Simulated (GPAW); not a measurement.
# WC (Fm-3m) in GPAW: reference runs

Reference runs on WC: the cell as given and a disturbed copy.

Program: GPAW 26.7.0. These are calculated values, not measurements. Logs are shortened: lines on timing, memory, paths and dates and some standing lists are left out, and cuts for length are marked. The log counts tension as positive stress, the text compression.

## Step 1: The structure

Symmetry: Fm-3m, No. 225, cubic system. Conventional cell: a = 4.385 Å, b = 4.385 Å, c = 4.385 Å, α = 90.00°, β = 90.00°, γ = 90.00°. W (site symmetry m-3m) is surrounded by 6 C at 2.19 Å. C (site symmetry m-3m) is surrounded by 6 W at 2.19 Å.

Measurements of this composition are mostly on another form, of space group No. 187.

## Step 2: Single point, PBE

The input, run.py:

```python
from ase import Atoms
from ase.dft.bandgap import bandgap
from ase.io import write
from ase.units import Bohr, GPa
from gpaw import GPAW, PW
from gpaw.elf import elf_from_dft_calculation

atoms = Atoms(['W', 'C'],
              cell=[[0.0, 2.192684, 2.192684],
                    [2.192684, 0.0, 2.192684],
                    [2.192684, 2.192684, 0.0]],
              scaled_positions=[[0.0, 0.0, 0.0],
                                [0.5, 0.5, 0.5]],
              pbc=True)

calc = GPAW(mode=PW(800),
            xc='PBE',
            kpts={'size': (10, 10, 10), 'gamma': True},
            occupations={'name': 'fermi-dirac', 'width': 0.05},
            nbands=19,
            convergence={'density': 1e-05, 'energy': 1e-05},
            maxiter=150,
            txt='gpaw.txt')
atoms.calc = calc
energy = atoms.get_potential_energy()
forces = atoms.get_forces()
stress = atoms.get_stress()
calc.write('gs.gpw')
write('result.traj', atoms)
print(f'Energy: {energy:.6f} eV')
print('Forces (eV/A):')
print(forces.round(4))
print('Stress (GPa):', (stress / GPa).round(3))
print('Fermi level:', round(calc.get_fermi_level(), 4), 'eV')
print(f'Gap: {bandgap(calc)[0]:.4f} eV, direct: {bandgap(calc, direct=True)[0]:.4f} eV')

# fields on the real-space grid
write('density.cube', atoms, data=calc.get_pseudo_density() * Bohr**3)
write('potential.cube', atoms, data=calc.get_electrostatic_potential())
write('elf.cube', atoms, data=elf_from_dft_calculation(calc).data)
```

Potentials or basis: GPAW PAW data sets (gpaw-data 1.2.1), pw.

The run is started by

```
$ OMP_NUM_THREADS=1 python run.py
```

gpaw.txt:

```text
__  _  _
 | _ |_)|_||  |
 |__||  | ||/\| - 26.7.0

Input parameters:
  mode=PW(ecut=800.0),
  convergence={'density': 1e-05, 'energy': 1e-05},
  kpts=MonkhorstPack(size=(10, 10, 10), gamma=True),
  maxiter=150,
  nbands=19,
  occupations=Occupations(name='fermi-dirac', width=0.05),
  xc=XC(name='PBE')

Diagonalizing LCAO Hamiltonian
Converting LCAO to pw mode

              C

       W

Atoms  # Å, Bohr magnetons
|   | symbol |        x |        y |        z |    initial magnetic moments |
|---|--------|----------|----------|----------|-----------------------------|
| 0 |      W | 0.000000 | 0.000000 | 0.000000 | ( 0.0000,  0.0000,  0.0000) |
| 1 |      C | 2.192684 | 2.192684 | 2.192684 | ( 0.0000,  0.0000,  0.0000) |

Unit cell  # Å
| periodic |        x |        y |        z |  lengths |    angles |
|----------|----------|----------|----------|----------|-----------|
|      yes | 0.000000 | 2.192684 | 2.192684 | 3.100923 | 60.000000 |
|      yes | 2.192684 | 0.000000 | 2.192684 | 3.100923 | 60.000000 |
|      yes | 2.192684 | 2.192684 | 0.000000 | 3.100923 | 60.000000 |

Number of symmetries: 48
Symmetry operations  # r_c * U_cc + t_c -> r_c
|    | kind |            matrix            |
|----|------|------------------------------|
|  0 |  σ   |  1, 0, 0,  1, 0,-1,  1,-1, 0 |
|  1 |  C2  |  1, 0, 0,  1,-1, 0,  1, 0,-1 |
|  2 |  E   |  1, 0, 0,  0, 1, 0,  0, 0, 1 |
|  3 |  σ   |  1, 0, 0,  0, 0, 1,  0, 1, 0 |
|  4 |  C4  |  1, 0,-1,  1, 0, 0,  1,-1, 0 |
|  5 |  S6  |  1, 0,-1,  1,-1, 0,  1, 0, 0 |
|  6 |  σ   |  1, 0,-1,  0, 1,-1,  0, 0,-1 |
|  7 |  C3  |  1, 0,-1,  0, 0,-1,  0, 1,-1 |
|  8 |  S6  |  1,-1, 0,  1, 0, 0,  1, 0,-1 |
|  9 |  C4  |  1,-1, 0,  1, 0,-1,  1, 0, 0 |
| 10 |  C3  |  1,-1, 0,  0,-1, 1,  0,-1, 0 |
| 11 |  σ   |  1,-1, 0,  0,-1, 0,  0,-1, 1 |
| 12 |  σ   |  0, 1, 0,  1, 0, 0,  0, 0, 1 |
| 13 |  C4  |  0, 1, 0,  0, 1,-1, -1, 1, 0 |
| 14 |  C3  |  0, 1, 0,  0, 0, 1,  1, 0, 0 |
| 15 |  S6  |  0, 1, 0, -1, 1, 0,  0, 1,-1 |
| 16 |  C2  |  0, 1,-1,  1, 0,-1,  0, 0,-1 |
| 17 |  σ   |  0, 1,-1,  0, 1, 0, -1, 1, 0 |
| 18 |  S4  |  0, 1,-1,  0, 0,-1,  1, 0,-1 |
| 19 |  C4  |  0, 1,-1, -1, 1, 0,  0, 1, 0 |
| 20 |  C3  |  0, 0, 1,  1, 0, 0,  0, 1, 0 |
| 21 |  σ   |  0, 0, 1,  0, 1, 0,  1, 0, 0 |
| 22 |  S6  |  0, 0, 1,  0,-1, 1, -1, 0, 1 |
| 23 |  C4  |  0, 0, 1, -1, 0, 1,  0,-1, 1 |
| 24 |  S4  |  0, 0,-1,  1, 0,-1,  0, 1,-1 |
| 25 |  C3  |  0, 0,-1,  0, 1,-1,  1, 0,-1 |
| 26 |  C2  |  0, 0,-1,  0,-1, 0, -1, 0, 0 |
| 27 |  S6  |  0, 0,-1, -1, 0, 0,  0,-1, 0 |
| 28 |  S4  |  0,-1, 1,  1,-1, 0,  0,-1, 0 |
| 29 |  C4  |  0,-1, 1,  0, 0, 1, -1, 0, 1 |
| 30 |  C2  |  0,-1, 1,  0,-1, 0,  1,-1, 0 |
| 31 |  σ   |  0,-1, 1, -1, 0, 1,  0, 0, 1 |
| 32 |  C3  |  0,-1, 0,  1,-1, 0,  0,-1, 1 |
| 33 |  S6  |  0,-1, 0,  0, 0,-1, -1, 0, 0 |
| 34 |  S4  |  0,-1, 0,  0,-1, 1,  1,-1, 0 |
| 35 |  C2  |  0,-1, 0, -1, 0, 0,  0, 0,-1 |
| 36 |  C2  | -1, 1, 0,  0, 1, 0,  0, 1,-1 |
| 37 |  S6  | -1, 1, 0,  0, 1,-1,  0, 1, 0 |
| 38 |  S4  | -1, 1, 0, -1, 0, 1, -1, 0, 0 |
| 39 |  C3  | -1, 1, 0, -1, 0, 0, -1, 0, 1 |
| 40 |  S6  | -1, 0, 1,  0, 0, 1,  0,-1, 1 |
| 41 |  C2  | -1, 0, 1,  0,-1, 1,  0, 0, 1 |
| 42 |  C3  | -1, 0, 1, -1, 1, 0, -1, 0, 0 |
| 43 |  S4  | -1, 0, 1, -1, 0, 0, -1, 1, 0 |
| 44 |  C2  | -1, 0, 0,  0, 0,-1,  0,-1, 0 |
| 45 |  i   | -1, 0, 0,  0,-1, 0,  0, 0,-1 |
| 46 |  σ   | -1, 0, 0, -1, 1, 0, -1, 0, 1 |
| 47 |  C2  | -1, 0, 0, -1, 0, 1, -1, 1, 0 |

BZ-sampling:
  Number of BZ points: 1000
  Number of IBZ points: 47

  Monkhorst-Pack size: [10, 10, 10]
  Monkhorst-Pack shift: [0.05, 0.05, 0.05]

K-points  # in reciprocal-cell coordinates
|     |                                coordinates |     weight |
|-----|--------------------------------------------|------------|
|   0 | (  0.00000000,   0.00000000,   0.00000000) | 0.00100000 |
|   1 | (  0.10000000,   0.10000000,   0.00000000) | 0.00600000 |
|   2 | (  0.10000000,   0.10000000,   0.10000000) | 0.00800000 |
|   3 | (  0.20000000,   0.10000000,   0.10000000) | 0.01200000 |
|   4 | (  0.20000000,   0.20000000,   0.00000000) | 0.00600000 |
|   5 | (  0.20000000,   0.20000000,   0.10000000) | 0.02400000 |
|   6 | (  0.20000000,   0.20000000,   0.20000000) | 0.00800000 |
|   7 | (  0.30000000,   0.20000000,   0.10000000) | 0.02400000 |
|   8 | (  0.30000000,   0.20000000,   0.20000000) | 0.02400000 |
|   9 | (  0.30000000,   0.30000000,   0.00000000) | 0.00600000 |
| ... |                                            |            |
|  46 | (  0.50000000,   0.50000000,   0.50000000) | 0.00400000 |

Plane wave coefficients: 1106
Cutoff: 800.0 eV

Spin-components: 1 (collinear spins)
Bands:           19
Projectors:      11
Spin-degeneracy: 2
Datatype:        complex128

Parallelization:
  kpt:    1
  domain: 1
  band:   1

Density:
  Valence electrons: 18.0
  Components: 1
  Grid points: [21 21 21]
  Charge: 0.0  # |e|

Potential:
  Grid points: [21 21 21]

species:
  W:
    name:    Tungsten
    Z:       74.0
    valence: 14
    core:    60
    charge:  0.0  # [|e|]
    compensation charges:
      type: gauss
      rc: 0.40  # [Å]
      lmax: 2
    cutoffs:
      filter: 2.36  # [Å]
      core: 3.02  # [Å]
    projectors
    | kind |    occ | energy [eV] | rcut [Å] |
    |------|--------|-------------|----------|
    |   5s |  2.000 |     -78.830 |    1.344 |
    |   6s |  2.000 |      -5.697 |    1.344 |
    |   5p |  6.000 |     -43.233 |    1.355 |
    |   6p |  0.000 |      -1.367 |    1.355 |
    |   5d |  4.000 |      -4.494 |    1.228 |
    |    d |        |      22.717 |    1.228 |

    Using partial waves for W as LCAO basis

  C:
    name:    Carbon
    Z:       6.0
    valence: 4
    core:    2
    charge:  0.0  # [|e|]
    compensation charges:
      type: gauss
      rc: 0.20  # [Å]
      lmax: 2
    cutoffs:
      filter: 1.14  # [Å]
      core: 1.14  # [Å]
    projectors
    | kind |    occ | energy [eV] | rcut [Å] |
    |------|--------|-------------|----------|
    |   2s |  2.000 |     -13.751 |    0.635 |
    |   2p |  2.000 |      -5.284 |    0.635 |
    |    s |        |      13.461 |    0.635 |
    |    p |        |      21.927 |    0.635 |
    |    d |        |       0.000 |    0.635 |

    Using partial waves for C as LCAO basis

Reference energy: -439799.299771  # eV

eigensolver:
  PPCG
  Converge bands: occupied
  niter=2

density mixing:
  MSR1-Mixer
  Pratt-step length: 0.05
  Maximum mixing coefficient: 0.75
  Old densities: 10
  SVD Regularization: 0.005
  Good broyden scale: 1.0
  Trust region scale: 1.0
  Backstep threshold: 4.0
  History deletion threshold: 6.0
  Fourier metric: weight=20.0, sigma=0.015

occupation numbers:
  Fermi-Dirac:
    width: 0.0500  # eV

poisson solver:
  ecut: 6400.0  # eV

xc functional:
  name: PBE with 2 nearest neighbor stencil

convergence criteria:
- Maximum integral of absolute [dens]ity change: 1e-05 electrons / valence electron
- Maximum [total energy] change in last 3 cyles: 1e-05 eV / valence electron
- Maximum integral of absolute [eigenst]ate change: 4e-08 eV^2 / valence electron
maximum number of iterations: 150

SCF iterations
|iter     | |      energy | eigst |  dens |
|---------|-|-------------|-------|-------|
|iter:   1| |  -22.101543 | +0.08 |       |
|iter:   2| |  -21.514121 | -2.57 | -0.89 |
|iter:   3| |  -20.231474 | -1.53 | -0.95 |
|iter:   4| |  -20.235807 | -3.36 | -1.73 |
|iter:   5| |  -20.244481 | -3.77 | -1.95 |
|iter:   6| |  -20.244404 | -5.87 | -3.08 |
|iter:   7| |  -20.244404c| -7.46c| -3.85 |
|iter:   8| |  -20.244404c| -7.86c| -4.27 |
|iter:   9| |  -20.244404c| -9.17c| -5.38c|

Converged in 9 steps
Energy contributions relative to reference atoms: (reference = -439799.299771)

Energy contributions:
  Kinetic:          11.421201
  Coulomb:         -12.691573
  Zero:              0.045090
  External:          0.000000
  Xc:              -19.015872
  Entropy:          -0.006501
  Spinorbit:         0.000000
  ----------------------------
  Free energy:     -20.247655
  Extrapolated:    -20.244404

dipole moment: (-16.313606, -16.313606, -16.313606)  # |e|*Ang

Fermi level: 15.463
Eigenvalues  # (at kpt = [0.000, 0.000, 0.000])
| band index |      eig [eV] | occ [0-2] |
|------------|---------------|-----------|
|          0 |       -59.810 |     2.000 |
|        ... |               |           |
|          5 |        12.671 |     2.000 |
|          6 |        12.671 |     2.000 |
|          7 |        12.671 |     2.000 |
|          8 |        14.354 |     2.000 |
|          9 |        14.354 |     2.000 |
|         10 |        14.354 |     2.000 |
|         11 |        14.468 |     2.000 |
|         12 |        14.468 |     2.000 |
|         13 |        21.878 |     0.000 |
|         14 |        25.199 |     0.000 |
|         15 |        38.496 |     0.000 |
|         16 |        38.496 |     0.000 |
|         17 |        38.496 |     0.000 |
|         18 |        41.344 |     0.000 |

No gap
No difference between direct/indirect transitions

Forces  # eV/Ang
|       x |       y |        z |
|---------|---------|----------|
| 0.00000 | 0.00000 |  0.00000 |  # W    0
| 0.00000 | 0.00000 | -0.00000 |  # C    1

Stress tensor  # eV/Ang^3
|         x |         y |         z |
|-----------|-----------|-----------|
|  0.011316 |  0.000000 | -0.000000 |
|  0.000000 |  0.011316 | -0.000000 |
| -0.000000 | -0.000000 |  0.011316 |

# Writing to gs.gpw (mode='')
```

Wall time 18 s (1 thread of AMD EPYC 7B13 (Zen 3), shared host); peak memory 0.16 GiB.

Results:

- Free energy: -20.2477 eV
- Pressure: -1.8 GPa
- Band gap on the k mesh: none (metal or under the smearing width)

Levels at points of the mesh, in eV from the Fermi level:
```
           k point  band 5  band 6  band 7  band 8  band 9  band 10  band 11  band 12  band 13  band 14
(0.00, 0.00, 0.00)  -15.82   -2.79   -2.79   -2.79   -1.11    -1.11    -1.11    -1.00    -1.00     6.41
(0.50, 0.50, 0.00)  -13.60   -5.80   -5.65   -2.55   -2.55     0.82     2.21     2.21     5.42     7.23
(0.50, 0.50, 0.50)  -11.27   -9.80   -6.61   -6.61    0.99     0.99     2.28     4.89     8.72     8.72
```

## Step 3: Single point, PBE (atoms moved at random, drawn with an rms of 0.05 Å)

run.py: that of step 2 with these lines changed.

```diff
@@ -3,5 +3,4 @@
 from ase.io import write
-from ase.units import Bohr, GPa
+from ase.units import GPa
 from gpaw import GPAW, PW
-from gpaw.elf import elf_from_dft_calculation
 
@@ -11,4 +10,4 @@
                     [2.192684, 2.192684, 0.0]],
-              scaled_positions=[[0.0, 0.0, 0.0],
-                                [0.5, 0.5, 0.5]],
+              scaled_positions=[[-0.017418, -0.004818, 0.002798],
+                                [0.517446, 0.505944, 0.486775]],
               pbc=True)
@@ -35,6 +34 @@
 print(f'Gap: {bandgap(calc)[0]:.4f} eV, direct: {bandgap(calc, direct=True)[0]:.4f} eV')
-
-# fields on the real-space grid
-write('density.cube', atoms, data=calc.get_pseudo_density() * Bohr**3)
-write('potential.cube', atoms, data=calc.get_electrostatic_potential())
-write('elf.cube', atoms, data=elf_from_dft_calculation(calc).data)
```

Potentials or basis: GPAW PAW data sets (gpaw-data 1.2.1), pw.

The run is started by

```
$ OMP_NUM_THREADS=1 python run.py
```

Wall time 2.6 min (1 thread of AMD EPYC 7B13 (Zen 3), shared host); peak memory 0.43 GiB.

The run converged. Its results:

| Item | Value |
| --- | --- |
| Free energy | -20.2073 eV |
| Pressure | 0.1 GPa |
| Largest force | 0.742 eV/Å |
| Band gap on the k mesh | none (metal or under the smearing width) |

Forces on the atoms (eV/Å):
```
W   -0.079  0.290  0.678
C    0.079 -0.290 -0.678
```

Stress tensor (GPa, compression positive):
```
-1.90 -0.02  0.00
-0.02 -1.07 -0.03
 0.00 -0.03  3.30
```

Levels at points of the mesh, in eV from the Fermi level:
```csv
k point,band 7,band 8,band 9,band 10,band 11,band 12
"(0.00, 0.00, 0.00)",-3.04,-2.76,-2.04,-1.22,-0.74,-0.48
"(0.00, 0.00, 0.50)",-6.56,-6.52,0.99,1.02,2.29,4.71
"(0.00, 0.50, 0.00)",-6.56,-6.51,0.99,1.02,2.29,4.69
"(0.00, 0.50, 0.50)",-5.63,-2.65,-2.29,1.01,2.24,2.24
"(0.50, 0.00, 0.00)",-6.59,-6.58,1.00,1.04,2.32,4.86
"(0.50, 0.00, 0.50)",-5.62,-2.63,-2.33,0.99,2.24,2.24
"(0.50, 0.50, 0.00)",-5.59,-2.55,-2.49,0.89,2.24,2.24
"(0.50, 0.50, 0.50)",-6.59,-6.55,0.99,1.04,2.31,4.81
```
